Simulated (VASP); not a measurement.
Here is a VASP 6.6.1 calculation.

INCAR

```
SYSTEM = Ta
PREC = Accurate ; ENCUT = 520
EDIFF = 1E-6 ; ISMEAR = 0
SIGMA = 0.15 ; LREAL = .FALSE.
LASPH = .TRUE. ; NELM = 100
ALGO = Fast ; ISIF = 2
LWAVE = .FALSE. ; LCHARG = .FALSE.
GGA = PS ; NBANDS = 12
```

File KPOINTS:

```
regular mesh
0
G
  20 20 20
  0 0 0
```

Contents of POSCAR:

```
Ta
1.0
   -1.5522032000      1.6512800000      1.6512800000
    1.5522032000     -1.6512800000      1.6512800000
    1.5522032000      1.6512800000     -1.6512800000
Ta
1
Direct
    0.0000000000      0.0000000000      0.0000000000
```

Potentials or basis: VASP PAW PBE potentials, release 64 (Ta_pv).

Run with:

```sh
$ cat potpaw_PBE.64/Ta_pv/POTCAR > POTCAR
$ mpirun -np 1 vasp_std > vasp.out
```

Task: Estimate the band gap on the k mesh.

Result: None (metal or under the smearing width).

Task: Predict the pressure.

Result: 10.3 GPa.

Stress tensor (GPa, compression positive):
```
15.35  0.00  0.00
 0.00  7.80  0.00
 0.00  0.00  7.80
```

Caveat: the PAW data sets were made with another functional, which shifts forces and pressure a little. Spin-orbit coupling is left out, which matters for the levels of Ta.
